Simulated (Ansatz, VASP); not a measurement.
## NbH2: VASP beside Ansatz

```xyz
3
Lattice="2.7245 0.0000 0.0000 0.0000 2.7245 0.0000 0.0000 0.0000 26.0815" Properties=species:S:1:pos:R:3 pbc="T T T"
Nb    1.3623    1.3623    8.6814
H     0.0000    1.3623    7.3741
H     1.3623    0.0000    7.3741
```

Alike in both runs: functional PBE; k mesh 6 × 6 × 1; occupations gaussian, width 0.1 eV; no spin polarisation.

Ansatz relaxed the structure, and its values are those at the end. VASP's run is a single point on that final structure, the one shown.

|  | VASP | Ansatz |
| --- | --- | --- |
| version | VASP 6.6.1 | Ansatz 0.2.0 |
| potentials or method | VASP PAW PBE potentials, release 64 (Nb_sv, H) | scalar-relativistic, plane waves, PAW |
| plane-wave cutoff (eV) | 520 | 420 |
| valence electrons in the cell | 15 | 15 |

```csv
,VASP,Ansatz,Ansatz less VASP
gap on the k mesh at the Fermi level (eV),none,none,-
rms of the force components (eV/Å),0.001,0.004,+0.0028
```

A gap of «none» marks a metal or a gap that the smearing closes. With one functional, cell and mesh, what is left measures potentials, basis and numerics. Ansatz warned: «slab_cell_height_set».

Caveats: the k mesh is coarse (spacing up to 0.38 Å⁻¹), so the values aren't converged.
